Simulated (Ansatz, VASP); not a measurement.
**One calculation of Hf, two programs**

Contents of INCAR:

```
PREC = Accurate
ENCUT = 520
EDIFF = 1E-6
ISMEAR = -1
SIGMA = 0.1
LREAL = False
LASPH = True
NELM = 100
ALGO = Normal
ISIF = 2
LWAVE = False
LCHARG = False
GGA = RP
NBANDS = 11
```

Contents of KPOINTS:

```
regular mesh
0
Gamma
  12 12 12
```

The input POSCAR:

```
Hf
1.0
    3.0257833415      0.0000000000      0.0000000000
    0.0000000000      3.0257833415      0.0000000000
    0.0000000000      0.0000000000      3.0257833415
Hf
1
Direct
    0.0000000000      0.0000000000      0.0000000000
```

Input for Ansatz:

```yaml
crystal:
  lattice:
    - [3.0257833415, 0.0, 0.0]
    - [0.0, 3.0257833415, 0.0]
    - [0.0, 0.0, 3.0257833415]
  atoms:
    - { symbol: Hf, position: [0.0, 0.0, 0.0] }
hamiltonian:
  xc: rpbe
  pseudopotentials:
    kind: paw
    azcp:
      Hf: "pseudopotentials/Hf.paw.azcp"
basis:
  ecutwfc: 420
  fft_grid_basis: typed
kpoints:
  mp_grid: { grid: [12, 12, 12], shift: [0, 0, 0] }
magnetization:
  spin_polarized: false
scf:
  occupations: { method: fermi_dirac, width: 0.1 }
  lower_state_search: "off"
output:
  stress: true
```

Alike in both runs: task single point; functional RPBE; k mesh 12 × 12 × 12; occupations fermi-dirac, width 0.1 eV; no spin polarisation.

|  | VASP | Ansatz |
| --- | --- | --- |
| version | VASP 6.6.1 | Ansatz 0.2.0 |
| potentials or method | VASP PAW PBE potentials, release 64 (Hf_pv) | plane waves (420 eV) with PAW, scalar-relativistic |
| plane-wave cutoff (eV) | 520 | 420 |
| valence electrons in the cell | 10 | 26 |

|  | VASP | Ansatz | Ansatz less VASP |
| --- | --- | --- | --- |
| pressure (GPa) | -4.9 | -4.7 | +0.26 |

The two sets of potentials don't hold the same shells in valence.

Caveats: the PAW data sets were made with another functional, which shifts forces and pressure a little (VASP). The runs have no spin-orbit coupling, so splittings on Hf are missing.
